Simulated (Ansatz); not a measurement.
**BaTiO3: stress in a strained cell**

Aim: deform BaTiO3 (equal xy, yz and zx engineering shear strains of +2 %) and compute stress, forces and field gradients with LAPW, PAW and all-electron datasets made for the crystal.

Program: Ansatz 0.2.0. Level of theory: DFT PBE, scalar-relativistic. These are calculated values, not measurements.

## (1) The structure to begin with

It takes space group R3m (No. 160, trigonal). Conventional cell: a = 5.655 Å, b = 5.655 Å, c = 6.953 Å, α = 90.00°, β = 90.00°, γ = 120.00°. Ba (site symmetry 3m) is surrounded by 12 O at 2.79 to 2.88 Å. Ti (site symmetry 3m) is surrounded by 6 O at 1.88 to 2.14 Å. O (site symmetry m) has 2 Ti at 1.88 to 2.14 Å as nearest neighbours.

As a file:

```cif
data_structure
_symmetry_space_group_name_H-M 'R3m:H'
_symmetry_Int_Tables_number 160
_cell_length_a 5.6553
_cell_length_b 5.6553
_cell_length_c 6.9532
_cell_angle_alpha 90.000
_cell_angle_beta 90.000
_cell_angle_gamma 120.000
_cell_volume 192.59
loop_
_atom_site_label
_atom_site_type_symbol
_atom_site_symmetry_multiplicity
_atom_site_Wyckoff_symbol
_atom_site_fract_x
_atom_site_fract_y
_atom_site_fract_z
_atom_site_occupancy
Ba1 Ba 3 a 0.00000 0.00000 0.00000 1
Ti1 Ti 3 a 0.33333 0.66667 0.15267 1
O1 O 9 b 0.49663 0.99327 0.01177 1
```

The file gives the conventional cell by its symmetry; the runs use the cell typed in the input.

Atoms are numbered in the order of the input: Ba1, Ti2, O3, O4, O5.

## (2) After the deformation

Space group R3m before, P1 after.

## (3) Full-potential LAPW

input.yaml

```yaml
crystal:
  lattice:
    - [2.8671710233, 1.6840089696, 2.3623338393]
    - [-2.7881652917, 1.6274556064, 2.3057804761]
    - [-0.0094737834, -3.2419326277, 2.2850805086]
  atoms:
    - { symbol: Ba, position: [0.0, 0.0, 0.0] }
    - { symbol: Ti, position: [0.514, 0.514, 0.514] }
    - { symbol: O, position: [0.4916, 0.4916, 0.9815] }
    - { symbol: O, position: [0.4916, 0.9815, 0.4916] }
    - { symbol: O, position: [0.9815, 0.4916, 0.4916] }
kpoints:
  mp_grid: { grid: [9, 9, 9] }
  band_path:
    path:
      - [0.0, 0.0, 0.0]
      - [0.0, 0.5, 0.0]
      - [0.0, 0.0, -0.5]
      - [0.0, 0.0, 0.0]
      - [-0.5, 0.0, 0.0]
      - [-0.5, -0.5, 0.5]
      - [0.0, 0.0, 0.0]
      - [-0.5, 0.0, 0.5]
      - [-0.5, -0.5, 0.0]
    npoints: 5
scf:
  occupations: { method: fermi_dirac, width: 0.05 }
hamiltonian:
  xc: pbe
  pseudopotentials: { kind: all_electron, lapw: { basis_error: 0.001 } }
output:
  forces: true
  stress: true
  eigenvalues: true
```

Run with:

```
ansatz run input.yaml --threads 2 --pin off --max-ram 6144MiB --backend cpu --events-out ev --progress --plain --runs-dir out
```

## (4) Frozen-core PAW

input.yaml: that of step 3 with these lines changed.

```diff
@@ -13,14 +13,2 @@
   mp_grid: { grid: [9, 9, 9] }
-  band_path:
-    path:
-      - [0.0, 0.0, 0.0]
-      - [0.0, 0.5, 0.0]
-      - [0.0, 0.0, -0.5]
-      - [0.0, 0.0, 0.0]
-      - [-0.5, 0.0, 0.0]
-      - [-0.5, -0.5, 0.5]
-      - [0.0, 0.0, 0.0]
-      - [-0.5, 0.0, 0.5]
-      - [-0.5, -0.5, 0.0]
-    npoints: 5
 scf:
@@ -29,3 +17,3 @@
   xc: pbe
-  pseudopotentials: { kind: all_electron, lapw: { basis_error: 0.001 } }
+  pseudopotentials: { kind: paw }
 output:
@@ -34 +22,2 @@
   eigenvalues: true
+  efg: { contact_densities: true }
```

## (5) Datasets made for this crystal

input.yaml: that of step 4 with these lines changed.

```diff
@@ -17,3 +17,3 @@
   xc: pbe
-  pseudopotentials: { kind: paw }
+  pseudopotentials: { kind: all_electron, datasets: crystal }
 output:
```

(Steps that only read results are left out.)

Q: Predict the outcome of this session. Wanted: pressure; largest shear or deviatoric stress.

**Answer**, as computed:

| quantity | value |
| --- | --- |
| pressure | LAPW 5.24, PAW 5.25, crystal datasets 5.24 GPa |
| largest shear or deviatoric stress (LAPW) | 2.06 GPa |

**Reading.** The largest part of the stress beyond the pressure is 2.06 GPa in size, in the xy component; the atoms are carried along and not relaxed. No run of the undeformed cell stands beside it, so the pressure holds what the given cell had before the change. PAW: stress within 0.01 GPa of LAPW, forces within 2 meV/Å. Crystal datasets: stress within 0.01 GPa of LAPW, forces within 1 meV/Å. Spin-orbit coupling is left out, though the cell holds Ba; in elements this heavy it can shift bands and gaps by tenths of an eV.

The gaps are Kohn-Sham values of a semilocal functional, not quasiparticle or optical gaps. Such gaps usually fall short of the measured ones.
